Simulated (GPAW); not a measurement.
## Te2Mo: band structure with BEEF-vdW

**Experimental background.**

From “Broadband infrared study of pressure-tunable Fano resonance and metallization transition in 2H-MoTe2”, 2022, pmc:9569381, for a bulk crystal of Te2Mo at 300 K: band gap 0.88 ± 0.05 eV (indirect).

Crystal: Te2Mo.

```xyz
6
Lattice="3.5182 0.0000 0.0000 -1.7591 3.0469 0.0000 0.0000 0.0000 13.9736" Properties=species:S:1:pos:R:3 pbc="T T T"
Te    1.7591    1.0156    5.2960
Te    0.0000    2.0312   12.2828
Te    0.0000    2.0312    8.6776
Te    1.7591    1.0156    1.6908
Mo    1.7591    1.0156   10.4802
Mo    0.0000    2.0312    3.4934
```

```json
{
  "Program": "GPAW 26.7.0",
  "Task": "band structure",
  "Functional": "BEEF-vdW",
  "Potentials or basis": "GPAW PAW data sets (gpaw-data 1.2.1)",
  "Cutoff": "600 eV",
  "Basis": "pw",
  "k mesh": "5 × 5 × 2",
  "Occupations": "fermi-dirac, width 0.05 eV",
  "Spin": "spin-orbit coupling, no magnetisation",
  "Maxiter": "150",
  "Band path": "GMKGALHA,LM,KH",
  "Band points": "80",
  "spin axis theta (degrees)": "90",
  "spin axis phi (degrees)": "0",
  "Soc after scf": "second variation"
}
```

* Largest force: 0.297 eV/Å
* Band gap on the k mesh: 0.70 eV, indirect (least direct gap 1.22 eV)
* Band gap along the path: 0.70 eV, indirect (least direct gap 0.94 eV)

Forces on the atoms (eV/Å):
```
Te   0.000  0.000  0.297
Te   0.000  0.000  0.297
Te   0.000  0.000 -0.297
Te   0.000  0.000 -0.297
Mo   0.000  0.000  0.000
Mo   0.000  0.000  0.000
```

Levels at the corners of the path, in eV from the valence-band top:
| point | band 49 | band 50 | band 51 | band 52 | band 53 | band 54 | band 55 | band 56 |
| --- | --- | --- | --- | --- | --- | --- | --- | --- |
| Γ | -0.37 | -0.37 | 0.00 | 0.00 | 2.48 | 2.48 | 2.61 | 2.61 |
| M | -0.58 | -0.58 | -0.33 | -0.33 | 1.18 | 1.18 | 1.24 | 1.24 |
| K | -0.37 | -0.37 | -0.05 | -0.05 | 0.90 | 0.90 | 0.93 | 0.93 |
| Γ | -0.37 | -0.37 | 0.00 | 0.00 | 2.48 | 2.48 | 2.61 | 2.61 |
| A | -0.09 | -0.09 | -0.09 | -0.09 | 2.52 | 2.52 | 2.52 | 2.52 |
| L | -0.46 | -0.46 | -0.46 | -0.46 | 1.21 | 1.21 | 1.21 | 1.21 |
| H | -0.34 | -0.34 | -0.12 | -0.12 | 0.90 | 0.90 | 0.94 | 0.94 |
| A | -0.09 | -0.09 | -0.09 | -0.09 | 2.52 | 2.52 | 2.52 | 2.52 |
| L | -0.46 | -0.46 | -0.46 | -0.46 | 1.21 | 1.21 | 1.21 | 1.21 |
| M | -0.58 | -0.58 | -0.33 | -0.33 | 1.18 | 1.18 | 1.24 | 1.24 |
| K | -0.37 | -0.37 | -0.05 | -0.05 | 0.90 | 0.90 | 0.93 | 0.93 |
| H | -0.34 | -0.34 | -0.12 | -0.12 | 0.90 | 0.90 | 0.94 | 0.94 |

It took 5.9 min on 1 thread of Arm Neoverse V1, with other jobs on the host, peak memory 0.97 GiB.

Against the measured gap of Te2Mo, 0.88 eV (indirect; 300 K; quoted in “Broadband infrared study of pressure-tunable Fano resonance and metallization transition in 2H-MoTe2”, 2022, pmc:9569381), the calculated 0.70 eV is off by -0.18 eV. The value is that of BEEF-vdW, without temperature or zero-point motion.

Caveat: the k mesh is coarse; spin-orbit coupling was added after a scalar SCF, so levels and gaps hold it while energy, forces, pressure and moments don't; this program's spin-orbit splittings come out too wide for heavy elements; the PAW data sets were made with another functional, which shifts forces and pressure a little.
